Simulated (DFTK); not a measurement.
Ge:

```
CELL_PARAMETERS angstrom
-1.60842 1.60842 1.87318
1.60842 -1.60842 1.87318
1.60842 1.60842 -1.87318
ATOMIC_POSITIONS crystal
Ge 0.50000 0.50000 0.00000
```

The cell was built by a generator and needn't be a form met in nature.

Base run:

| Property | Result |
| --- | --- |
| Program | DFTK 0.8.2 |
| Functional | WC |
| Potentials or basis | SG15 1.2 (PBE) |
| Cutoff | 1225 eV |
| k mesh | 12 × 12 × 12 |
| Occupations | fermi-dirac, width 0.05 eV |
| Spin | no spin polarisation |

Its results: band gap on the k mesh none (metal or under the smearing width); pressure -2.7 GPa.

Question: After a change of settings the same cell gave: band gap on the k mesh none (metal or under the smearing width); pressure -3.5 GPa. Which change was it?
A. functional from WC to BLYP
B. functional from WC to AM05
C. functional from WC to r2SCAN
D. functional from WC to PBE

Answer: B.

Caveats: the potentials were made for another functional, which shifts forces and pressure.
